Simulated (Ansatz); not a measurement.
**SrO under changes of volume**

One of the cells (16.995 Å³/atom); the others are scaled copies at fixed shape and fractional positions:

```xyz
4
Lattice="3.5533 0.0000 0.0000 -1.7766 3.0772 0.0000 0.0000 0.0000 6.2173" Properties=species:S:1:pos:R:3 pbc="T T T"
Sr    1.7766    1.0257    4.6630
Sr    0.0000    2.0515    1.5543
O     0.0000    0.0000    3.1087
O     0.0000    0.0000    0.0000
```

Measurements of this composition are mostly on another form, of space group No. 225.

| Property | Result |
| --- | --- |
| Program | Ansatz 0.2.0 |
| Functional | PBE |
| Potentials or basis | Ansatz PAW |
| Cutoff | 420 eV (not typed: the program's choice for these potentials) |
| k mesh | 9 × 9 × 5 |
| Occupations | fermi-dirac, width 0.05 eV |
| Spin | no spin polarisation |

| volume (Å³/atom) | energy over the lowest point (meV/atom) | pressure (GPa) | gap on the mesh (eV) |
| --- | --- | --- | --- |
| 15.976 | 29.18 | 7.6 | 3.14 |
| 16.316 | 15.40 | 5.4 | 3.14 |
| 16.656 | ? | ? | ? |
| 16.995 | 1.25 | 1.4 | 3.08 |
| 17.335 | 0.00 | -0.2 | 2.97 |
| 17.675 | 2.06 | -1.7 | 2.86 |
| 18.015 | 7.18 | -3.1 | 2.76 |

Task: What does the run at 16.656 Å³/atom give?

Result: Energy over the lowest point 6.30 meV/atom; pressure 3.3 GPa; gap on the mesh 3.13 eV.

Worked out: A Birch-Murnaghan fit of order 3 (a polynomial in V^(-2/3)) to the other rows has its minimum at 17.29 Å³/atom with B0 = V·E''(V) = 82 GPa and B' = 4.4 at fixed shape and positions, which overstates the stiffness. It gives 6.25 meV/atom at 16.656 Å³/atom, against the run's 6.30, and -dE/dV = 3.3 GPa, against 3.3. A parabola through the other rows of the gap, of slope -2.03 eV per unit of ln V there, gives 3.12 eV, against the run's 3.13.

Energies are extrapolated to zero smearing.

Caveats: odd divisions of the mesh miss points on the zone boundary, where band edges often lie, so the gap on the mesh can be too wide.

A mesh can miss the band edges. Spin-orbit coupling on Sr is left out.
